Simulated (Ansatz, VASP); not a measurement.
**AlN in VASP and in Ansatz**

```
Al N
1.0
     3.17100    0.00000    0.00000
    -1.58550    2.74616    0.00000
     0.00000    0.00000    5.07767
Al N
2 2
Direct
  0.66667 0.33333 0.00026
  0.33333 0.66667 0.50026
  0.66667 0.33333 0.38174
  0.33333 0.66667 0.88174
```

Change from the starting cell: volume scaled by 1.06, ions relaxed.

Alike in both runs: functional PBE; k mesh 11 × 11 × 6; occupations fermi-dirac, width 0.02 eV; no spin polarisation.

Ansatz relaxed the structure, and its values are those at the end. VASP's run is a single point on that final structure, the one shown.

|  | VASP | Ansatz |
| --- | --- | --- |
| version | VASP 6.6.1 | Ansatz 0.2.0 |
| potentials or method | VASP PAW PBE potentials, release 64 (Al, N) | plane-wave PAW, scalar-relativistic |
| plane-wave cutoff (eV) | 520 | 420 |
| valence electrons in the cell | 16 | 16 |

Ansatz gave:

| Property | Result |
| --- | --- |
| gap on the k mesh at the Fermi level (eV) | 3.71 |
| pressure (GPa) | -6.8 |

Q: Estimate VASP's values.

A: gap on the k mesh at the Fermi level (eV): 3.72; pressure (GPa): -7.0.

With one functional, cell and mesh, what is left measures potentials, basis and numerics. Ansatz warned: «stress_scf_threshold_loose».
